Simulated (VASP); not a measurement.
# Ti (P6_3/mmc) in VASP: further runs, part 2 of 2

VASP 6.6.1. The steps go on from the part before.

**4. Relaxation of shape and atoms at fixed volume, LDA (a relaxed cell with its volume scaled by 1.04)**

The input, INCAR:

```
SYSTEM = Ti
PREC = Accurate
ENCUT = 600
EDIFF = 1E-7
ISMEAR = 1
SIGMA = 0.1
LREAL = .FALSE.
LASPH = .TRUE.
NELM = 80
ALGO = Normal
ISIF = 4
LWAVE = .FALSE.
LCHARG = .FALSE.
GGA = CA
IBRION = 2
NSW = 40
EDIFFG = -0.01
```

The input, KPOINTS:

```
Automatic mesh
0
G
  15 15 8
  0 0 0
```

The input, POSCAR:

```
Ti                                      
1.0
    2.9023996495      0.0000000000      0.0000000000
   -1.4511998247      2.5135518284      0.0000000000
    0.0000000000      0.0000000000      4.5820531963
  Ti            
     2
Direct
     0.3333333332999970    0.6666666667000030    0.2500000000000000
     0.6666666667000030    0.3333333332999970    0.7500000000000000
```

Potentials or basis: VASP PAW LDA potentials, release 64 (Ti_sv).

Run with:

```console
cat potpaw_LDA.64/Ti_sv/POTCAR > POTCAR
mpirun -np 1 vasp_std > vasp.out
```

OUTCAR:

```text
SYSTEM = Ti
   PREC = Accurate
   ENCUT = 600
   EDIFF = 1E-7
   ISMEAR = 1
   LREAL = .FALSE.
   LASPH = .TRUE.
   NELM = 80
   ISIF = 4
   GGA = CA
   IBRION = 2
   NSW = 40
   EDIFFG = -0.01

 ion  position               nearest neighbor table
   1  0.333  0.667  0.250-   2 2.84   2 2.84   2 2.84   2 2.84   2 2.84   2 2.84
   2  0.667  0.333  0.750-   1 2.84   1 2.84   1 2.84   1 2.84   1 2.84   1 2.84
[... 701 lines left out ...]

------------------------ aborting loop because EDIFF is reached ----------------------------------------

  FORCE on cell =-STRESS in cart. coord.  units (eV):
  Direction    XX          YY          ZZ          XY          YZ          ZX
  --------------------------------------------------------------------------------------
  -------------------------------------------------------------------------------------
  Total       -0.9468410     -0.9468410     -0.9705286     -0.0000000      0.0000000      0.0000000
  in kB      -45.3818768    -45.3818768    -46.5172206     -0.0000000      0.0000000      0.0000000
  external PRESSURE =     -45.7603248 kB  Pullay stress =       0.0000000 kB

 VOLUME and BASIS-vectors are now :
 -----------------------------------------------------------------------------
  energy-cutoff  :      600.00
  volume of cell :       33.43
      direct lattice vectors                 reciprocal lattice vectors
     2.903542813 -0.000000000  0.000000000     0.344406838  0.198843381  0.000000000
    -1.451771407  2.514541837 -0.000000000     0.000000000  0.397686762  0.000000000
     0.000000000 -0.000000000  4.578445875    -0.000000000 -0.000000000  0.218414726

 POSITION                                       TOTAL-FORCE (eV/Angst)
 -----------------------------------------------------------------------------------
     -0.00000      1.67636      1.14461         0.000000      0.000000      0.000000
      1.45177      0.83818      3.43383        -0.000000     -0.000000      0.000000
 -----------------------------------------------------------------------------------
    total drift:                                0.000000     -0.000000      0.000000

  FREE ENERGIE OF THE ION-ELECTRON SYSTEM (eV)
  ---------------------------------------------------
  free  energy   TOTEN  =       -17.0805610480 eV

  energy  without entropy=      -17.0813535840  energy(sigma->0) =      -17.08082523

 reached required accuracy - stopping structural energy minimisation
```

OSZICAR:

```text
N       E                     dE             d eps       ncg     rms          rms(c)
DAV:   1     0.258737124067E+03    0.25874E+03   -0.14677E+04  4320   0.204E+03
[... 15 lines left out ...]
       N       E                     dE             d eps       ncg     rms          rms(c)
DAV:   1    -0.170807073229E+02   -0.17517E-03   -0.89630E-03  4512   0.136E+00    0.886E-02
DAV:   2    -0.170806048699E+02    0.10245E-03   -0.52368E-04  4384   0.292E-01    0.454E-02
DAV:   3    -0.170805611991E+02    0.43671E-04   -0.15799E-04  6368   0.131E-01    0.527E-03
DAV:   4    -0.170805611652E+02    0.33922E-07   -0.13375E-05  5056   0.542E-02    0.275E-03
DAV:   5    -0.170805610465E+02    0.11864E-06   -0.44384E-07  5120   0.724E-03    0.337E-04
DAV:   6    -0.170805610480E+02   -0.14738E-08   -0.16739E-08  2488   0.173E-03
   2 F= -.17080561E+02 E0= -.17080825E+02  d E =-.288775E-04
```

Wall time 39 s (1 thread of Intel Xeon 6975P-C (Granite Rapids), shared host); peak memory 0.2 GiB.

What came out:

| Item | Value |
| --- | --- |
| Free energy | -17.0806 eV |
| Energy gained by relaxing | 0.0 meV/atom |
| Ionic steps | 2 |
| Pressure after relaxing | -4.6 GPa |
| Band gap on the k mesh | none (metal or under the smearing width) |

Final structure:
```cif
data_structure
_symmetry_space_group_name_H-M 'P 1'
_symmetry_Int_Tables_number 1
_cell_length_a 2.9035
_cell_length_b 2.9035
_cell_length_c 4.5784
_cell_angle_alpha 90.000
_cell_angle_beta 90.000
_cell_angle_gamma 120.000
_cell_volume 33.43
loop_
_atom_site_label
_atom_site_type_symbol
_atom_site_fract_x
_atom_site_fract_y
_atom_site_fract_z
_atom_site_occupancy
Ti1 Ti 0.33333 0.66667 0.25000 1
Ti2 Ti 0.66667 0.33333 0.75000 1
```

**5. Relaxation of shape and atoms at fixed volume, LDA (a relaxed cell with its volume scaled by 1.06)**

INCAR is that of step 4.

KPOINTS is that of step 4.

The input, POSCAR:

```
Ti                                      
1.0
    2.9208867699      0.0000000000      0.0000000000
   -1.4604433849      2.5295621443      0.0000000000
    0.0000000000      0.0000000000      4.6112390354
  Ti            
     2
Direct
     0.3333333332999970    0.6666666667000030    0.2500000000000000
     0.6666666667000030    0.3333333332999970    0.7500000000000000
```

Run with:

```console
cat potpaw_LDA.64/Ti_sv/POTCAR > POTCAR
mpirun -np 1 vasp_std > vasp.out
```

Wall time 51 s (1 thread of Intel Xeon 6975P-C (Granite Rapids), shared host); peak memory 0.19 GiB.

The run converged. Its results:

```
Free energy               : -17.0584 eV
Energy gained by relaxing : 0.0 meV/atom
Ionic steps               : 3
Pressure after relaxing   : -6.6 GPa
Band gap on the k mesh    : none (metal or under the smearing width)
```

Final structure:
```cif
data_structure
_symmetry_space_group_name_H-M 'P 1'
_symmetry_Int_Tables_number 1
_cell_length_a 2.9234
_cell_length_b 2.9234
_cell_length_c 4.6032
_cell_angle_alpha 90.000
_cell_angle_beta 90.000
_cell_angle_gamma 120.000
_cell_volume 34.07
loop_
_atom_site_label
_atom_site_type_symbol
_atom_site_fract_x
_atom_site_fract_y
_atom_site_fract_z
_atom_site_occupancy
Ti1 Ti 0.33333 0.66667 0.25000 1
Ti2 Ti 0.66667 0.33333 0.75000 1
```

Levels at points of the mesh, in eV from the Fermi level:
```tsv
k point	band 9	band 10	band 11	band 12	band 13	band 14	band 15	band 16
(0.00, 0.00, 0.00)	-6.18	-2.74	0.73	0.73	0.90	0.97	1.26	1.26
(0.00, 0.00, 0.50)	-4.29	-4.29	0.09	0.09	0.62	0.62	0.62	0.62
```

**6. Relaxation of cell and atoms, PBEsol**

This run uses another cell than the first one, of 17.64 Å³/atom, 1.097 times its volume.

The input, INCAR:

```
SYSTEM = Ti
  PREC = Accurate
  ENCUT = 600
  EDIFF = 1E-6
  ISMEAR = 1
  SIGMA = 0.1
  LREAL = .FALSE.
  LASPH = .TRUE.
  NELM = 80
  ALGO = Normal
  ISIF = 3
  LWAVE = .FALSE.
  LCHARG = .FALSE.
  GGA = PS
  IBRION = 2
  NSW = 90
  EDIFFG = -0.01
  KPAR = 2
```

The input, KPOINTS:

```
regular mesh
0
G
  15 15 8
  0 0 0
```

The input, POSCAR:

```
Ti
1.0
    2.9500000000      0.0000000000      0.0000000000
   -1.4750000000      2.5547749412      0.0000000000
    0.0000000000      0.0000000000      4.6800000000
Ti
2
Direct
    0.3333333333      0.6666666667      0.2500000000
    0.6666666667      0.3333333333      0.7500000000
```

Potentials or basis: VASP PAW PBE potentials, release 64 (Ti_sv).

Run with:

```console
cat potpaw_PBE.64/Ti_sv/POTCAR > POTCAR
mpirun -np 2 vasp_std > vasp.out
```

Wall time 92 s (2 MPI ranks of Intel Xeon Platinum 8488C (Sapphire Rapids), shared host); peak memory 0.21 GiB.

It converged, with:

- Free energy: -16.6791 eV
- Relaxed volume: 16.68 Å³/atom
- Relaxed cell: a = 2.902 Å, b = 2.902 Å, c = 4.575 Å, α = 90.00°, β = 90.00°, γ = 120.00°
- Space group after relaxing (to 0.05 Å): P6_3/mmc (No. 194)
- Energy gained by relaxing: 18.6 meV/atom
- Ionic steps: 7
- Pressure after relaxing: 0.0 GPa
- Band gap on the k mesh: none (metal or under the smearing width)

Stress tensor (GPa, compression positive):
```
-0.06  0.00  0.00
 0.00 -0.06  0.00
 0.00  0.00  0.02
```

Step by step:
```tsv
step	energy change (eV)	largest force (eV/Å)	pressure (GPa)	volume (Å³)
1	0.0000	0.0000	-5.93	35.27
2	-0.0166	0.0000	5.09	32.04
3	-0.0370	0.0000	-0.01	33.37
4	-0.0370	0.0000	0.11	33.33
5	-0.0371	0.0000	-0.02	33.38
6	-0.0371	0.0000	-0.15	33.41
7	-0.0371	0.0000	-0.04	33.37
```

Final structure:
```
Ti
1.0
     2.90210    0.00000    0.00000
    -1.45105    2.51329    0.00000
     0.00000    0.00000    4.57501
Ti
2
Direct
  0.33333 0.66667 0.25000
  0.66667 0.33333 0.75000
```

Levels at points of the mesh, in eV from the Fermi level:
| k point | band 9 | band 10 | band 11 | band 12 | band 13 | band 14 | band 15 | band 16 |
| --- | --- | --- | --- | --- | --- | --- | --- | --- |
| (0.00, 0.00, 0.00) | -6.32 | -2.81 | 0.78 | 0.78 | 0.92 | 0.93 | 1.31 | 1.31 |
| (0.00, 0.00, 0.50) | -4.39 | -4.39 | 0.09 | 0.09 | 0.67 | 0.67 | 0.67 | 0.67 |

Caveat: the PAW data sets were made with another functional, which shifts forces and pressure a little.

**7. Summary**

| task | level | potentials or basis | cell | gap on the mesh (eV) | pressure (GPa) |
| --- | --- | --- | --- | --- | --- |
| relaxation of shape and atoms at fixed volume | LDA | VASP PAW LDA potentials, release 64 (Ti_sv) | atoms relaxed at fixed volume | none | 0.0 |
| relaxation of shape and atoms at fixed volume | LDA | VASP PAW LDA potentials, release 64 (Ti_sv) | atoms relaxed at fixed volume from: a relaxed cell with its volume scaled by 1.02 | none | -2.4 |
| relaxation of shape and atoms at fixed volume | LDA | VASP PAW LDA potentials, release 64 (Ti_sv) | atoms relaxed at fixed volume from: a relaxed cell with its volume scaled by 1.04 | none | -4.6 |
| relaxation of shape and atoms at fixed volume | LDA | VASP PAW LDA potentials, release 64 (Ti_sv) | atoms relaxed at fixed volume from: a relaxed cell with its volume scaled by 1.06 | none | -6.6 |
| relaxation of cell and atoms | PBEsol | VASP PAW PBE potentials, release 64 (Ti_sv) | relaxed | none | 0.0 |

Alike in all rows: no spin polarisation; k mesh 15 × 15 × 8; cutoff (eV) 600; smearing methfessel-paxton 0.1 eV.

Caveats: the relaxation stopped at its first step, so nothing moved (some runs); the PAW data sets were made with another functional, which shifts forces and pressure a little (some runs).

Absolute energies hang on the potentials; compare differences alone.
